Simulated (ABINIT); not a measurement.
GaAs, 2 atoms in the cell. It takes space group F-43m (No. 216, cubic). Conventional cell: a = 5.654 Å, b = 5.654 Å, c = 5.654 Å, α = 90.00°, β = 90.00°, γ = 90.00°. As (site symmetry -43m) has 4 Ga at 2.45 Å as nearest neighbours. Ga (site symmetry -43m) has 4 As at 2.45 Å as nearest neighbours. 

- Program: ABINIT 10.8.3 (patched build)
- Task: band structure
- Functional: PW91
- Potentials or basis: JTH PAW PBE v2.0 sp
- Cutoff: 463 eV
- k mesh: 8 × 8 × 8
- Occupations: fermi-dirac, width 0.05 eV
- Spin: no spin polarisation
- Fine-grid cutoff: 925.187 eV
- Exchange and correlation inside the PAW spheres: full angular mesh (pawxcdev 0, this build's default; the released program takes 1)

Potentials or basis: JTH PAW PBE v2.0 sp.

Launch:

```sh
$ abinit run.abi > log 2>&1
```

Hardware: 1 thread of Arm Neoverse V1 (shared host).

**Question.** Estimate the wall time of this run.

**Answer.** Wall time 43 s on 1 thread of Arm Neoverse V1, with other jobs on the host, peak memory 0.12 GiB. Counts: scf iterations 10, k points 29, bands 13, plane waves 1036.
